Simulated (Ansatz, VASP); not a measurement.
Two plane-wave programs on Al

```
CELL_PARAMETERS angstrom
-1.39757 1.59722 1.59722
1.59722 -1.39757 1.59722
1.59722 1.59722 -1.39757
ATOMIC_POSITIONS crystal
Al 0.00000 0.00000 0.00000
```

Alike in both runs: task single point; functional PBEsol; k mesh 24 × 24 × 24; occupations gaussian, width 0.15 eV; no spin polarisation.

```csv
,VASP,Ansatz
version,VASP 6.6.1,Ansatz 0.2.0
potentials or method,"VASP PAW PBE potentials, release 64 (Al)","scalar-relativistic, plane waves, PAW"
plane-wave cutoff (eV),520,420
valence electrons in the cell,3,3
```

```tsv
	VASP	Ansatz	Ansatz less VASP
gap on the k mesh at the Fermi level (eV)	none	none	-
pressure (GPa)	5.8	5.7	-0.09
largest component of the traceless stress (GPa)	4.45	4.42	-0.029
```

A gap of «none» marks a metal or a gap that the smearing closes.

Caveats: the PAW data sets were made with another functional, which shifts forces and pressure a little (VASP).
